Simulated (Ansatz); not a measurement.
# In: from the start to rest

Aim: in In, a known structure type filled with other elements, at an estimated volume, relax cell and atoms, then read levels, charges and fields where it ends.

This is In in the bcc structure; at room conditions it is tetragonal.

Program: Ansatz 0.2.0. Level of theory: DFT, r2SCAN, no spin polarisation, plane waves, PAW. These are calculated values, not measurements.

**1. The system as given**

The structure is cubic, space group Im-3m (No. 229). The conventional cell has a = 3.500 Å, b = 3.500 Å, c = 3.500 Å, α = 90.00°, β = 90.00°, γ = 90.00°. In (site symmetry m-3m) has 8 In at 3.03 Å as nearest neighbours.

Coordinates:

```cif
data_structure
_symmetry_space_group_name_H-M 'P 1'
_symmetry_Int_Tables_number 1
_cell_length_a 3.0314
_cell_length_b 3.0314
_cell_length_c 3.0314
_cell_angle_alpha 109.471
_cell_angle_beta 109.471
_cell_angle_gamma 109.471
_cell_volume 21.44
loop_
_atom_site_label
_atom_site_type_symbol
_atom_site_fract_x
_atom_site_fract_y
_atom_site_fract_z
_atom_site_occupancy
In1 In 0.00000 0.00000 0.00000 1
```

The first density is read from a saved solution for the starting cell.

**2. Relaxing**

File input.yaml:

```yaml
crystal:
  lattice:
    - [-1.750155, 1.750155, 1.750155]
    - [1.750155, -1.750155, 1.750155]
    - [1.750155, 1.750155, -1.750155]
  atoms:
    - { symbol: In, position: [0.0, 0.0, 0.0] }
  symmetry: { tolerance: 0.0003 }
kpoints:
  mp_grid: { grid: [10, 10, 10], shift: [0, 0, 0] }
magnetization:
  spin_polarized: false
scf:
  occupations: { method: fermi_dirac, width: 0.05 }
  lower_state_search: "off"
hamiltonian:
  pseudopotentials: { kind: paw }
  xc: r2scan
basis:
  ecutwfc: 500
  fft_grid_basis: typed
relax:
  max_steps: 80
  cell: { p_target: 0.0 }
output:
  forces: true
  stress: true
  eigenvalues: true
  bader: true
  populations: true
  elf: true
  write_potential: true
  volumetric_format: npy
  dos:
    e_range: [-12, 8]
    de: 0.05
    projected: { site_lists: { In: [In] } }
checkpoint:
  read: saved_state
```

The run is started by

```sh
$ ansatz run input.yaml --threads 2 --pin off --max-ram 3584MiB --backend cpu --events-out ev --progress --plain --runs-dir out
```

Standard output:

```text
Warning: RAYON_NUM_THREADS=2 ignored (pool sized by the plan → 2); use --threads N
Engine: ansatz 0.2.0, aarch64-unknown-linux-gnu
Pseudopotentials: kind: paw
Pseudopotential: In, paw, valence charge 13, recommended cutoff 500 eV (meta_gga), In.paw.azcp
Functional definition: r2SCAN
  parameter k0 = 0.174
  parameter k1 = 0.065
  parameter a1 = 4.9479
  exchange = r2scan_x(k0 = k0, k1 = k1, a1 = a1)
  correlation = r2scan_c
Crystal: 1 atoms, lattice volume = 21.443 Å³
Basis set: ecut = 500 eV, 555 PW (Γ), exchange–correlation on 96×96×96 points (64 copies of the dense FFT grid, shifted against one another)
Bands: 11, of which v1, the nominal top of the filled ones, is band 7 counted from 1 (6 counted from 0)
Symmetry: 48 space group operations
Space group: Im-3m (ITA 229), of the structure as read, at distance tolerance 8.3e-4 Å
k-points: 47 of 1000
Non-local potential: In, projectors of the file, l = 0: 2, l = 1: 2, l = 2: 2, l = 3: 2
PAW form: soft (Blöchl's): semilocal exchange-correlation on the pseudo side does not see the compensation charge
PAW frozen core: In, regenerated for the run's functional (the file was generated under x = pbe(κ = 0.804, μ = 0.2195149727645171), c = pbe(β = 0.06672455060314922))
PAW one-centre angular grid: In, 590 points (default); XC on 289 of its mesh's 2783 points in the sphere
Initial density: read from a saved state, or passed on in memory by an earlier SCF of this step, an earlier step, the calling program or the single point that the run made first
Initial wavefunctions: pseudopotential atomic-orbital guess
Functional: x = r2scan, c = r2scan; τ floored in thin density (d = 2e-4 eV/Å³)
iter 1 solved again at ethr=2.11e-6 eV; its pass at ethr=3.10e-3 eV (dr2=2.75e-4 eV) is discarded
SCF iter   1: F=-5611.610861 eV  HF=-5611.610527 eV  |F-HF|=3.34e-4  |Δ(HF+E_count)|=         —  Δρ=1.47e-3  dr2=2.05e-4  dr2_τ=2.36e-5  ethr=2.11e-6  ⟨swp⟩=2.3  Hψ=4317  notcnv=0
preconditioner: auto → none  [insulator: Δε(μ)=0.283 eV  Ē_g=22.178 eV  σ=0.050 eV  W_gap=0.70  n_scr=0 (ndim 8)  ℏωp=28.9 eV  f_vac=0.000  D(μ)=0.23/eV (n_scr^D=0)  ε∞_Penn≈2.7]
SCF iter   2: F=-5611.610909 eV  HF=-5611.610854 eV  |F-HF|=5.48e-5  |Δ(HF+E_count)|=   3.27e-4  Δρ=8.25e-4  dr2=6.84e-5  dr2_τ=1.09e-6  ethr=1.58e-6  ⟨swp⟩=2.7  Hψ=768  notcnv=0
SCF iter   3: F=-5611.610925 eV  HF=-5611.610924 eV  |F-HF|=8.13e-7  |Δ(HF+E_count)|=   7.01e-5  Δρ=3.67e-5  dr2=8.88e-8  dr2_τ=3.02e-8  ethr=7.69e-10  ⟨swp⟩=9.4  Hψ=4171  notcnv=0
SCF iter   4: F=-5611.610925 eV  HF=-5611.610925 eV  |F-HF|=5.25e-8  |Δ(HF+E_count)|=   8.83e-7  Δρ=9.78e-6  dr2=1.79e-8  dr2_τ=6.35e-10  ethr=6.83e-10  ⟨swp⟩=8.9  Hψ=3450  notcnv=0
SCF 1 converged in 4 iterations: F = -5611.610925 eV  dr2 = 1.79e-8
relax step   1: F+E_penalty+E_count = -5611.61092505 eV  Δ(F+E_penalty+E_count) = +0.000e0 eV  max|allowed force component| = 0.000e0 eV/Å  Δτ_max = 0.0000 Å  P = +15.243 GPa  Ω = 21.443 Å³  (4 SCF iters, dr2 threshold 1.00e-7 eV, accepted)
Crystal: 1 atoms, lattice volume = 24.735 Å³
Basis set: ecut = 500 eV, 627 PW (Γ), exchange–correlation on 96×96×96 points (64 copies of the dense FFT grid, shifted against one another)
Initial density: handed on by an earlier stage of this run
Initial wavefunctions: those handed on with the density
iter 1 solved again at ethr=3.46e-5 eV; its pass at ethr=3.10e-3 eV (dr2=4.50e-3 eV) is discarded
SCF iter   1: F=-5611.777522 eV  HF=-5611.472112 eV  |F-HF|=3.05e-1  |Δ(HF+E_count)|=         —  Δρ=3.72e-3  dr2=4.56e-3  dr2_τ=1.00e-1  ethr=3.46e-5  ⟨swp⟩=1.3  Hψ=5059  notcnv=0
preconditioner: auto → none  [insulator: Δε(μ)=0.163 eV  Ē_g=21.167 eV  σ=0.050 eV  W_gap=0.63  n_scr=12 (ndim 8)  ℏωp=26.9 eV  f_vac=0.000  D(μ)=0.39/eV (n_scr^D=0)  ε∞_Penn≈2.6]
SCF iter   2: F=-5611.784631 eV  HF=-5611.785012 eV  |F-HF|=3.81e-4  |Δ(HF+E_count)|=   3.13e-1  Δρ=3.05e-3  dr2=1.14e-3  dr2_τ=2.75e-5  ethr=3.46e-5  ⟨swp⟩=3.0  Hψ=1219  notcnv=0
SCF iter   3: F=-5611.784995 eV  HF=-5611.784871 eV  |F-HF|=1.24e-4  |Δ(HF+E_count)|=   1.41e-4  Δρ=1.48e-3  dr2=2.54e-4  dr2_τ=5.36e-6  ethr=8.80e-6  ⟨swp⟩=2.0  Hψ=908  notcnv=0  defer=1
SCF iter   4: F=-5611.785039 eV  HF=-5611.785083 eV  |F-HF|=4.41e-5  |Δ(HF+E_count)|=   2.12e-4  Δρ=4.75e-4  dr2=4.78e-5  dr2_τ=2.73e-7  ethr=1.95e-6  ⟨swp⟩=2.0  Hψ=809  notcnv=0  defer=2
SCF iter   5: F=-5611.785061 eV  HF=-5611.785063 eV  |F-HF|=2.43e-6  |Δ(HF+E_count)|=   1.92e-5  Δρ=1.13e-4  dr2=2.76e-6  dr2_τ=3.52e-9  ethr=3.67e-7  ⟨swp⟩=2.4  Hψ=794  notcnv=0  defer=2
SCF iter   6: F=-5611.785062 eV  HF=-5611.785062 eV  |F-HF|=1.53e-7  |Δ(HF+E_count)|=   1.08e-6  Δρ=2.96e-5  dr2=1.85e-7  dr2_τ=3.28e-10  ethr=2.12e-8  ⟨swp⟩=2.5  Hψ=847  notcnv=0  defer=2
SCF iter   7: F=-5611.785062 eV  HF=-5611.785062 eV  |F-HF|=5.13e-9  |Δ(HF+E_count)|=   6.60e-8  Δρ=5.66e-6  dr2=6.63e-9  dr2_τ=2.11e-11  ethr=7.69e-10  ⟨swp⟩=9.2  Hψ=3600  notcnv=0
SCF 2 converged in 7 iterations: F = -5611.785062 eV  dr2 = 6.63e-9
relax step   2: F+E_penalty+E_count = -5611.78506232 eV  Δ(F+E_penalty+E_count) = -1.741e-1 eV  max|allowed force component| = 0.000e0 eV/Å  Δτ_max = 0.0000 Å  P = +3.336 GPa  Ω = 24.735 Å³  energy of the carried Pulay correction = -5.750e-4 eV  (7 SCF iters, dr2 threshold 1.00e-7 eV, accepted)
Crystal: 1 atoms, lattice volume = 25.844 Å³
Basis set: ecut = 500 eV, 675 PW (Γ), exchange–correlation on 96×96×96 points (64 copies of the dense FFT grid, shifted against one another)
iter 1 solved again at ethr=1.74e-6 eV; its pass at ethr=3.10e-3 eV (dr2=2.27e-4 eV) is discarded
SCF iter   1: F=-5611.799166 eV  HF=-5611.766506 eV  |F-HF|=3.27e-2  |Δ(HF+E_count)|=         —  Δρ=8.61e-4  dr2=2.73e-4  dr2_τ=8.77e-3  ethr=1.74e-6  ⟨swp⟩=2.7  Hψ=4934  notcnv=0
preconditioner: auto → Kerker (q_TF=auto, 2.433 Å⁻¹)  [metal: Δε(μ)=0.096 eV  Ē_g=20.884 eV  σ=0.050 eV  W_gap=0.44  n_scr=12 (ndim 8)  ℏωp=26.3 eV  f_vac=0.000  D(μ)=0.58/eV (n_scr^D=0)]
SCF iter   2: F=-5611.799802 eV  HF=-5611.799743 eV  |F-HF|=5.87e-5  |Δ(HF+E_count)|=   3.32e-2  Δρ=6.84e-4  dr2=7.90e-5  dr2_τ=1.19e-6  ethr=1.74e-6  ⟨swp⟩=2.7  Hψ=1080  notcnv=0
SCF iter   3: F=-5611.799811 eV  HF=-5611.799788 eV  |F-HF|=2.22e-5  |Δ(HF+E_count)|=   4.50e-5  Δρ=3.78e-4  dr2=2.98e-5  dr2_τ=6.39e-7  ethr=6.08e-7  ⟨swp⟩=1.1  Hψ=638  notcnv=0
SCF iter   4: F=-5611.799818 eV  HF=-5611.799816 eV  |F-HF|=1.09e-6  |Δ(HF+E_count)|=   2.82e-5  Δρ=8.14e-5  dr2=1.43e-6  dr2_τ=2.14e-8  ethr=2.29e-7  ⟨swp⟩=2.7  Hψ=789  notcnv=0
SCF iter   5: F=-5611.799818 eV  HF=-5611.799818 eV  |F-HF|=1.53e-7  |Δ(HF+E_count)|=   1.79e-6  Δρ=3.06e-5  dr2=1.88e-7  dr2_τ=9.93e-10  ethr=1.10e-8  ⟨swp⟩=2.1  Hψ=781  notcnv=0
SCF iter   6: F=-5611.799819 eV  HF=-5611.799819 eV  |F-HF|=1.19e-8  |Δ(HF+E_count)|=   2.57e-7  Δρ=4.79e-6  dr2=4.30e-9  dr2_τ=7.08e-11  ethr=7.69e-10  ⟨swp⟩=9.6  Hψ=3685  notcnv=0
SCF 3 converged in 6 iterations: F = -5611.799819 eV  dr2 = 4.30e-9
  Residual-converged pass: ⟨swp⟩=1.0  Hψ=706  notcnv=0  max |occ|·‖R‖ = 7.1e-9 eV (tolerance 1.0e-8 eV)  dr2=4.30e-9  dr2_τ=7.08e-11  dr2_onsite=3.82e-11  max |Δocc| = 1.0e-9
relax step   3: F+E_penalty+E_count = -5611.79981853 eV  Δ(F+E_penalty+E_count) = -1.476e-2 eV  max|allowed force component| = 0.000e0 eV/Å  Δτ_max = 0.0000 Å  P = +1.088 GPa  Ω = 25.844 Å³  energy of the carried Pulay correction = -7.510e-4 eV  (6 SCF iters, dr2 threshold 1.00e-7 eV, accepted)
Crystal: 1 atoms, lattice volume = 26.418 Å³
iter 1 solved again at ethr=3.67e-7 eV; its pass at ethr=3.10e-3 eV (dr2=4.77e-5 eV) is discarded
SCF iter   1: F=-5611.801778 eV  HF=-5611.793728 eV  |F-HF|=8.05e-3  |Δ(HF+E_count)|=         —  Δρ=4.02e-4  dr2=6.15e-5  dr2_τ=2.15e-3  ethr=3.67e-7  ⟨swp⟩=2.6  Hψ=4848  notcnv=0
preconditioner: auto → Kerker (q_TF=auto, 2.424 Å⁻¹)  [metal: Δε(μ)=0.062 eV  Ē_g=20.756 eV  σ=0.050 eV  W_gap=0.30  n_scr=12 (ndim 8)  ℏωp=26.0 eV  f_vac=0.000  D(μ)=0.68/eV (n_scr^D=0)]
SCF iter   2: F=-5611.801930 eV  HF=-5611.801914 eV  |F-HF|=1.59e-5  |Δ(HF+E_count)|=   8.19e-3  Δρ=3.50e-4  dr2=2.24e-5  dr2_τ=2.34e-7  ethr=3.67e-7  ⟨swp⟩=2.0  Hψ=1038  notcnv=0
SCF iter   3: F=-5611.801933 eV  HF=-5611.801927 eV  |F-HF|=5.05e-6  |Δ(HF+E_count)|=   1.36e-5  Δρ=1.71e-4  dr2=6.92e-6  dr2_τ=1.56e-7  ethr=1.72e-7  ⟨swp⟩=1.5  Hψ=564  notcnv=0
```

**3. The log goes on**

Output, continued:

```text
SCF iter   4: F=-5611.801934 eV  HF=-5611.801934 eV  |F-HF|=3.73e-7  |Δ(HF+E_count)|=   6.49e-6  Δρ=4.48e-5  dr2=4.33e-7  dr2_τ=6.53e-9  ethr=5.32e-8  ⟨swp⟩=2.7  Hψ=796  notcnv=0
SCF iter   5: F=-5611.801935 eV  HF=-5611.801935 eV  |F-HF|=6.18e-8  |Δ(HF+E_count)|=   5.75e-7  Δρ=1.68e-5  dr2=5.17e-8  dr2_τ=3.30e-10  ethr=7.69e-10  ⟨swp⟩=9.3  Hψ=3618  notcnv=0
SCF 4 converged in 5 iterations: F = -5611.801935 eV  dr2 = 5.17e-8
relax step   4: F+E_penalty+E_count = -5611.80193462 eV  Δ(F+E_penalty+E_count) = -2.116e-3 eV  max|allowed force component| = 0.000e0 eV/Å  Δτ_max = 0.0000 Å  P = +0.167 GPa  Ω = 26.418 Å³  energy of the carried Pulay correction = -8.388e-4 eV  (5 SCF iters, dr2 threshold 1.00e-7 eV, accepted)
Crystal: 1 atoms, lattice volume = 26.528 Å³
iter 1 solved again at ethr=3.07e-8 eV; its pass at ethr=3.10e-3 eV (dr2=4.00e-6 eV) is discarded
SCF iter   1: F=-5611.801971 eV  HF=-5611.801694 eV  |F-HF|=2.77e-4  |Δ(HF+E_count)|=         —  Δρ=7.68e-5  dr2=2.35e-6  dr2_τ=7.56e-5  ethr=3.07e-8  ⟨swp⟩=3.0  Hψ=4435  notcnv=0
preconditioner: auto → Kerker (q_TF=auto, 2.423 Å⁻¹)  [metal: Δε(μ)=0.055 eV  Ē_g=20.740 eV  σ=0.050 eV  W_gap=0.27  n_scr=12 (ndim 8)  ℏωp=26.0 eV  f_vac=0.000  D(μ)=0.70/eV (n_scr^D=0)]
SCF iter   2: F=-5611.801977 eV  HF=-5611.801976 eV  |F-HF|=5.74e-7  |Δ(HF+E_count)|=   2.82e-4  Δρ=6.26e-5  dr2=8.76e-7  dr2_τ=7.65e-9  ethr=1.81e-8  ⟨swp⟩=2.0  Hψ=825  notcnv=0
SCF iter   3: F=-5611.801977 eV  HF=-5611.801977 eV  |F-HF|=2.00e-7  |Δ(HF+E_count)|=   5.23e-7  Δρ=2.96e-5  dr2=2.45e-7  dr2_τ=6.01e-9  ethr=6.74e-9  ⟨swp⟩=2.1  Hψ=686  notcnv=0
SCF iter   4: F=-5611.801977 eV  HF=-5611.801977 eV  |F-HF|=2.00e-8  |Δ(HF+E_count)|=   2.63e-7  Δρ=8.25e-6  dr2=1.48e-8  dr2_τ=2.30e-10  ethr=5.37e-10  ⟨swp⟩=7.1  Hψ=3568  notcnv=0
SCF 5 converged in 4 iterations: F = -5611.801977 eV  dr2 = 1.48e-8
relax step   5: F+E_penalty+E_count = -5611.80197688 eV  Δ(F+E_penalty+E_count) = -4.226e-5 eV  max|allowed force component| = 0.000e0 eV/Å  Δτ_max = 0.0000 Å  P = +0.006 GPa  Ω = 26.528 Å³  energy of the carried Pulay correction = -8.553e-4 eV  (4 SCF iters, dr2 threshold 6.99e-8 eV, accepted)
Initial wavefunctions: pseudopotential atomic-orbital guess (no wavefunctions were taken with the density)
iter 1 solved again at ethr=2.24e-8 eV; its pass at ethr=3.10e-3 eV (dr2=2.92e-6 eV) is discarded
SCF iter   1: F=-5611.803594 eV  HF=-5611.803572 eV  |F-HF|=2.13e-5  |Δ(HF+E_count)|=         —  Δρ=3.69e-4  dr2=5.73e-6  dr2_τ=2.34e-5  ethr=2.24e-8  ⟨swp⟩=3.2  Hψ=4753  notcnv=0
preconditioner: auto → Kerker (q_TF=auto, 2.423 Å⁻¹)  [metal: Δε(μ)=0.055 eV  Ē_g=20.742 eV  σ=0.050 eV  W_gap=0.27  n_scr=12 (ndim 8)  ℏωp=26.0 eV  f_vac=0.000  D(μ)=0.70/eV (n_scr^D=0)]
SCF iter   2: F=-5611.803596 eV  HF=-5611.803591 eV  |F-HF|=4.59e-6  |Δ(HF+E_count)|=   1.86e-5  Δρ=1.90e-4  dr2=1.51e-6  dr2_τ=7.24e-7  ethr=2.24e-8  ⟨swp⟩=2.0  Hψ=824  notcnv=0
SCF iter   3: F=-5611.803596 eV  HF=-5611.803596 eV  |F-HF|=8.26e-8  |Δ(HF+E_count)|=   4.68e-6  Δρ=3.41e-5  dr2=1.30e-7  dr2_τ=2.33e-8  ethr=1.16e-8  ⟨swp⟩=3.0  Hψ=823  notcnv=0
SCF iter   4: F=-5611.803596 eV  HF=-5611.803596 eV  |F-HF|=6.73e-9  |Δ(HF+E_count)|=   1.07e-7  Δρ=4.18e-6  dr2=2.02e-9  dr2_τ=3.58e-10  ethr=9.98e-10  ⟨swp⟩=2.2  Hψ=763  notcnv=0
SCF iter   5: F=-5611.803596 eV  HF=-5611.803596 eV  |F-HF|=3.78e-10  |Δ(HF+E_count)|=   6.71e-9  Δρ=1.17e-6  dr2=3.98e-10  dr2_τ=5.39e-12  ethr=1.56e-11  ⟨swp⟩=2.0  Hψ=813  notcnv=0
SCF iter   6: F=-5611.803596 eV  HF=-5611.803596 eV  |F-HF|=5.46e-11  |Δ(HF+E_count)|=  4.66e-10  Δρ=2.79e-7  dr2=1.77e-11  dr2_τ=7.72e-13  ethr=3.06e-12  ⟨swp⟩=2.4  Hψ=774  notcnv=0
SCF iter   7: F=-5611.803596 eV  HF=-5611.803596 eV  |F-HF|=3.64e-12  |Δ(HF+E_count)|=  6.73e-11  Δρ=6.48e-8  dr2=8.50e-13  dr2_τ=1.49e-14  ethr=1.00e-12  ⟨swp⟩=6.0  Hψ=1973  notcnv=0
SCF 6 converged in 7 iterations: F = -5611.803596 eV  dr2 = 8.50e-13
relax step   6: F+E_penalty+E_count = -5611.80359589 eV  Δ(F+E_penalty+E_count) = -1.619e-3 eV  max|allowed force component| = 0.000e0 eV/Å  Δτ_max = 0.0000 Å  P = +0.046 GPa  Ω = 26.528 Å³  stress off target by 4.60e-2 GPa  SCF on the basis re-selected at this cell (its energy is not comparable with the rows above)  (7 SCF iters)
basis re-selected at this cell: Δ(F+E_penalty+E_count) = -1.619e-3 eV, ΔP = +0.040 GPa vs the last step (what re-selecting the basis moved, of the pressure what is left beyond the Pulay correction that the steps carried, after the strain that the cell walked since its last selection, with what the two solves' SCF thresholds leave and, on support functions, any second-order correction that the steps lacked; it is no measure of the basis error at this ecutwfc). This SCF's stress stands 4.60e-2 GPa from its target on what of the cell is left free (relax.cell.stress_tol is 5.00e-2 GPa) and its largest allowed force component is 0.00e0 eV/Å (relax.f_tol is 1.00e-2 eV/Å): within both
SCF converged after 7 iterations
Free energy (F): -5611.803596 eV
Harris-Foulkes:  -5611.803596 eV  (|F-HF|=3.64e-12)
Internal energy: -5611.798433 eV  (E = F + TS)
E sigma→0 (E₀):  -5611.801014 eV
Entropy (-TS):   -0.005163 eV (-5.163 meV/atom)
Fermi energy:    9.959391 eV
--- Per-component energies (eV) ---
  E_band       = -33.239368
  E_kinetic    = 241.078883
  E_local      = -1085.166281  (includes V_loc(G=0)·N_el)
  E_nonlocal   = 366.503881
  E_hartree    = 426.049008
  E_xc         = -201.539083
  E_vxc        = -107.658213  (∫ρ·V_xc dr)
  E_paw        = -4181.246090  (= ΣΔE_a)
  E_vpaw       = -307.757596  (= ΣTr[D̂ρ^β])
  E_aug_tail   = 0.000007  (compensation charges beyond the density's cutoff)
  E_vtau       = 7.661940  (kinetic-family band-sum trace: ∫τ·v_τ [+ j·A + Jᵃ·Aᵃ] dr)
  E_ewald      = -1178.444304
  E_core_change = 0.965546  (= ΣΔE_core)
  E_smearing   = -0.005163  (= −TS)
  E_closure    = 0.000000  (closes the sum)
  Σ components = -5611.803596   (vs F -5611.803596, Δ=0.00e0)
--- Forces (eV/Å), atoms counted from 1 ---
  atom   1  In    -0.00000000     0.00000000     0.00000000
  max |Σ_I F_I| component: 1.25e-31 eV/Å
--- Stress (GPa, compression-positive) ---
        0.046040       0.000000       0.000000
       -0.000000       0.046040       0.000000
       -0.000000      -0.000000       0.046040
  P = ⅓ Tr σ = 0.0460 GPa (0.460 kbar)
--- Band table (eV; the first three rows and the last of 47) ---
  k-point 0: bands = ["-5.2938", "-5.2938", "-5.2938", "-5.0108", "-5.0108", "0.0928", "21.6170", "21.6170", "21.6170", "23.6921", "23.6921"]
  k-point 1: bands = ["-5.3048", "-5.2841", "-5.2520", "-5.0222", "-5.0113", "0.3350", "19.3894", "20.5386", "21.0613", "22.6160", "22.8631"]
  k-point 2: bands = ["-5.3334", "-5.2706", "-5.1406", "-5.0445", "-5.0127", "1.0702", "15.7180", "18.8367", "19.8358", "21.7652", "21.8268"]
  k-point 46: bands = ["-5.4013", "-5.4013", "-4.8783", "-4.8783", "-4.8783", "11.2536", "11.2862", "11.2862", "11.2862", "15.5619", "15.5619"]
--- Relaxed structure (5 steps of the walk, 5 accepted, 1 SCFs on fresh bases) ---
  F+E_penalty+E_count = -5611.80359589 eV   max|allowed force component| = 0.000e0 eV/Å   (the final SCF, on the basis selected at the relaxed cell)
  cell:  # Å, volume = 26.5276 Å³
    - [-1.8787948760439417, 1.8787948760439417, 1.8787948760439417]
    - [1.8787948760439417, -1.8787948760439417, 1.8787948760439417]
    - [1.8787948760439417, 1.8787948760439417, -1.8787948760439417]
  atoms:
    - { symbol: In, position: [0.0, 0.0, 0.0] }
--- Löwdin populations: 1 site ---
  site symbol       q [e]
     0     In     12.9795
  spilling = 0.001578 (of n_electrons = 13.000000)
--- Bader charges: 1 site ---
  site symbol  charge [e]  shift [e]
     0     In      0.0000     0.0000
  estimated error of the sums over rays = 4.2e-7 e
```

Wall time 8.6 s (2 threads of Arm Neoverse V2, shared host); peak memory 0.36 GiB.

The steps of the relaxation:

| step | energy from step 1 (eV/cell) | largest force component (eV/Å) | pressure (GPa) | volume (Å³) |
| --- | --- | --- | --- | --- |
| 1 | 0.0000 | 0.0000 | 15.24 | 21.44 |
| 2 | -0.1741 | 0.0000 | 3.34 | 24.73 |
| 3 | -0.1889 | 0.0000 | 1.09 | 25.84 |
| 4 | -0.1910 | 0.0000 | 0.17 | 26.42 |
| 5 | -0.1911 | 0.0000 | 0.01 | 26.53 |
| 6 | -0.1927 | 0.0000 | 0.05 | 26.53 |

Step 1 is the start. Step 6 repeats the geometry before on a plane-wave basis chosen anew for that cell, so the energy can jump there without any move; the table keeps such jumps.

| input's cell | before | after | change |
| --- | --- | --- | --- |
| a (Å) | 3.031 | 3.254 | +7.4 % |
| b (Å) | 3.031 | 3.254 | +7.4 % |
| c (Å) | 3.031 | 3.254 | +7.4 % |
| volume (Å³/atom) | 21.44 | 26.53 | +23.7 % |

**4. Total and projected density of states**

Counts of states in windows (eV from the Fermi level; tetrahedra), total and projected:

| from | to | total | In s | In p |
| --- | --- | --- | --- | --- |
| -4.5 | -4.0 | 0.22 | 0.13 | 0.09 |
| -4.0 | -3.5 | 0.22 | 0.14 | 0.08 |
| -3.5 | -3.0 | 0.17 | 0.12 | 0.06 |
| -3.0 | -2.5 | 0.11 | 0.07 | 0.05 |
| -2.5 | -2.0 | 0.13 | 0.04 | 0.09 |
| -2.0 | -1.5 | 0.17 | 0.04 | 0.12 |
| -1.5 | -1.0 | 0.24 | 0.06 | 0.17 |
| -1.0 | -0.5 | 0.26 | 0.07 | 0.19 |
| -0.5 | 0.0 | 0.21 | 0.06 | 0.14 |
| 0.0 | 0.5 | 0.23 | 0.06 | 0.16 |
| 0.5 | 1.0 | 0.23 | 0.06 | 0.17 |
| 1.0 | 1.5 | 0.26 | 0.05 | 0.20 |
| 1.5 | 2.0 | 0.28 | 0.05 | 0.23 |
| 2.0 | 2.5 | 0.27 | 0.04 | 0.21 |
| 2.5 | 3.0 | 0.26 | 0.04 | 0.21 |
| 3.0 | 3.5 | 0.26 | 0.04 | 0.21 |

**5. How the electrons are shared**

By element, from the tables in the log (a charge is positive for electrons lost): Löwdin charges also hold the electrons that the projection spills.

| element | atoms | Bader charge (e) | Bader volume (Å³) | Löwdin charge (e) |
| --- | --- | --- | --- | --- |
| In | 1 | 0.00 | 26.5 | +0.02 |

**6. Real-space fields**

Maps in the plane spanned by b and c at height 0.000 along a (axes of the input's cell), one cell: b runs left to right (10 points from zero), c bottom to top (10 points), 109° apart. These are the smooth PAW fields, not the true ones near the nuclei.

Valence density. Ten steps from '0' (0.08 e/Å³) to '9' (13.00 e/Å³), finer at the low end (step k begins (100^(k/10) - 1)/99 of the way up):
```
9742001368
6421001356
3210001233
1000000111
0000000000
1111000000
3332100012
6653100124
9863100247
9963101369
```

ELF. Ten even steps from '0' (0.00) to '9' (0.31):
```
0297997950
5978997885
8788778789
8997567877
9997656799
8778765799
8987877887
5588799879
0059799792
0058898850
```

Atoms within 0.2 Å of the plane, in fractions of b and c: In at (0.00, 0.00).

**7. Results**

| quantity | value |
| --- | --- |
| moves | 4 |
| energy gained | 191.1 meV/atom |
| largest move | 0.00 Å |
| space group (0.01 Å), before / after | Im-3m / Im-3m |
| cell | a = 3.254 Å, b = 3.254 Å, c = 3.254 Å, α = 109.47°, β = 109.47°, γ = 109.47° |
| volume | 26.53 Å³/atom (+23.7 %) |
| pressure at the end | 0.05 GPa |
| character | metal |
| density of states, mean within 0.25 eV of the Fermi level | 0.41 per eV per cell |

The volume grew by 23.7 %, and the atoms end where they began within the cell; the energy fell by 191.1 meV per atom. Bands cross the Fermi level: a metal; within 0.25 eV of the Fermi level the density of states averages 0.41 per eV per cell, mostly In p (70 %) and In s (28 %).
